The pressure of a crystal is minus the slope of its energy against volume, P = −dE/dV. Here it was computed with the PBE density functional for InP in the zinc-blende structure, with the atoms at rest and the whole cell shrunk or stretched evenly. A positive value means that the crystal must be squeezed to hold that volume, a negative one that it must be pulled.

Ansatz 0.2.0 calculations with the PBE functional for zinc-blende InP (two-atom cell, fixed atoms), using PAW potentials, a 420 eV plane-wave cutoff, an 8 × 8 × 8 k mesh and Fermi–Dirac smearing of 0.02 eV, without spin polarisation or spin–orbit coupling. Pressure is positive in compression.

| volume (Å³/atom) | shortest distance (Å) | pressure (GPa) |
| --- | --- | --- |
| 22.801 | 2.456 | 12.480 |
| 23.521 | 2.481 | 9.190 |
| 23.887 | 2.494 | 7.710 |
| 24.256 | 2.507 | 6.320 |
| 24.629 | 2.520 | 5.030 |
| 25.771 | 2.558 | 1.650 |
| 26.160 | 2.571 | 0.680 |
| 27.349 | 2.609 | -1.840 |
| 28.161 | 2.635 | -3.210 |
| 28.731 | 2.652 | -4.000 |
| 29.630 | 2.680 | -5.100 |
| 30.047 | 2.692 | -5.550 |

Pressure falls at every step, but each further bit of volume lowers it by less than the one before. The bulk modulus K = −V dP/dV measures how strongly the crystal resists a change of volume: it drops from about 106 GPa between the first two rows to 32 GPa between the last two. Pressure passes zero near 26.5 Å³/atom. The unstrained cell, at 25.771, is still under 1.65 GPa because its edges come from another functional, r2SCAN, which prefers a slightly smaller crystal than PBE.

Two limits show why the curve should bend this way. When atoms are pushed together, their electron clouds overlap and the repulsion climbs ever more steeply. When they are pulled far apart, the bond must lose its force altogether. Between these limits most crystals are therefore stiffer when squeezed and softer when stretched, as InP is here.

To turn this into a model, let all the energy sit in the In–P bonds of length d, the shortest distance in the table. There are two bonds per atom and V grows as d³, so P is proportional to −E′(d)/d², where E is now the energy of one bond. At zero pressure this gives dK/dP = 1 − d₀E‴/(3E″), with d₀ the bond length there. Springs of fixed stiffness have E‴ = 0, so K would rise by only 1 GPa per GPa of pressure.

The table gives about 4.6 GPa per GPa, taken from the first interval to the last. In this model, most of the change in stiffness thus comes from the lopsided bond, and little from geometry. A Morse bond, with a repulsion that decays as exp(−2ad) and an attraction that decays as exp(−ad), has E‴/E″ = −3a and hence dK/dP = 1 + a·d₀. The fitted a of 1.46 per Å and a d₀ of 2.58 Å give 4.8 at zero pressure, close to the average of 4.6 from the table, as it should be, since a was fitted to the same pressures. The rule to keep is that stiffness changes quickly with pressure when the bond is long compared with the distance 1/a over which its forces decay.

Both forms were fitted to all twelve rows. The springs miss by 0.75 GPa (root mean square) and fall 1.45 GPa short of the 12.48 GPa in the first row. The Morse bond misses by only 0.011 GPa. That supports a lopsided bond without proving this exact formula, since other curves with a similar bend could do as well.

What remains is a small irregularity at the stretched end, where the band gap closes. Stretching weakens the antibonding overlap in the lowest conduction level, an s-like state, and brings it down towards the threefold top of the valence band. At 28.731 the two have crossed, and the levels and Fermi energy of that run show the s-like level 78% full. In the last two rows it is at least 99% full.

The electrons have moved into a level whose energy falls faster as the crystal expands, and this raises the pressure. The size of the effect can be estimated from the gap, which shrinks from 0.26 to 0.10 eV between 27.349 and 28.161 Å³/atom. For the two-atom cell that is 0.16 eV over 1.62 Å³, or about 0.098 eV/Å³. Two electrons move, but only at the centre of the Brillouin zone, one of 8 × 8 × 8 = 512 mesh points. The step is then 2/512 × 0.098 eV/Å³ ≈ 0.00038 eV/Å³, or about 0.06 GPa.

Such a step is hidden in a plot of pressure but shows in its curvature, which falls abruptly from 0.44 to 0.22 GPa per (Å³/atom)² between 28.161 and 28.731. With the estimated step removed, the same two values become 0.35 and 0.30, and the decline through the stretched rows is smooth. This comparison doesn't depend on the Morse form. The one rise among the compressed rows, from 0.75 to 0.83, comes from the rounding of the pressures in the table and vanishes with the unrounded ones. When the size of the step is instead fitted along with the Morse bond, it comes out 17% larger than the estimate, and the miss of the whole curve shrinks to 0.002 GPa. The cause of the 17% is open; a slightly wrong smooth curve could produce it.

The step belongs to the calculation more than to InP. On a finer mesh the centre point would carry less weight, and the jump should shrink and spread over a range of volumes, though no such run is at hand to confirm it. PBE also makes the gap of InP too small, so the volume at which it closes here should not be carried over to the real crystal. The softening needs no closing gap: it runs through all the rows where the gap is still open.

The printed analysis below gives the fits and the row-by-row stiffness.

Printed output of the fit:

```
fit of pressure on 12 rows: coefficient of 1/d**2 1256 +/- 52, coefficient of 1/d -484.3 +/- 20; rms 0.752, worst 22.801 -1.45, leave-one-out rms 0.956
fit of pressure on 12 rows: coefficient of exp(-2*s*(d-2.6))/d**2 297.3 +/- 0.2, coefficient of exp(-s*(d-2.6))/d**2 -305.9 +/- 0.22, s 1.458; rms 0.011, worst 28.161 0.0201, leave-one-out rms 0.0151
fit of pressure on 12 rows: coefficient of exp(-2*s*(d-2.6))/d**2 306 +/- 0.066, coefficient of exp(-s*(d-2.6))/d**2 -314.6 +/- 0.074, coefficient of fill 0.07145 +/- 0.0028, s 1.427; rms 0.00223, worst 25.771 0.00374, leave-one-out rms 0.00295
Stiffness over the interval ending at the row, curvature centred near the row before:
     row  K_GPa  curvature  curvature_less_step  s_level_filling   step_GPa  miss_bond  miss_bond_step
  22.801    n/a        n/a                  n/a        5.162e-14  3.157e-15   0.008592      -0.0009463
  23.521  105.8        n/a                  n/a         3.17e-12  1.939e-13  -0.000136        0.002349
  23.887  95.85     0.9682               0.9682        2.505e-11  1.532e-12  -0.009227       -0.003491
  24.256  90.68     0.7531               0.7531        1.983e-10  1.213e-11  -0.005597        0.001794
  24.629  84.53     0.8315               0.8315        1.568e-09  9.591e-11  -0.008868       -0.001242
  25.771  74.58     0.6584               0.6584        7.586e-07   4.64e-08   0.002439        0.003736
   26.16  64.75     0.6089               0.6089        5.861e-06  3.585e-07   0.002488      -0.0002356
  27.349   56.7     0.4742                0.474         0.002526  0.0001545    0.01973        0.000986
  28.161  46.83      0.432               0.4231           0.1226   0.007498    0.02006       -0.003433
  28.731  39.43     0.4359               0.3468           0.7812    0.04778   -0.01354        1.77e-05
   29.63   35.7     0.2211               0.2977           0.9923    0.06069   -0.01423       -0.001945
  30.047   32.2     0.2195               0.2416           0.9911    0.06061  -0.002153        0.002356
volume of zero pressure by linear interpolation, Å³/atom: 26.48
stiffness of first interval over that of last: 3.287
stiffness gained per GPa of pressure, first against last interval: 4.557
fall of the gap per cell volume near closing, eV/Å³: 0.09772
estimated pressure step for a full s-like level, GPa: 0.06116
fitted step over estimated step: 1.168
```
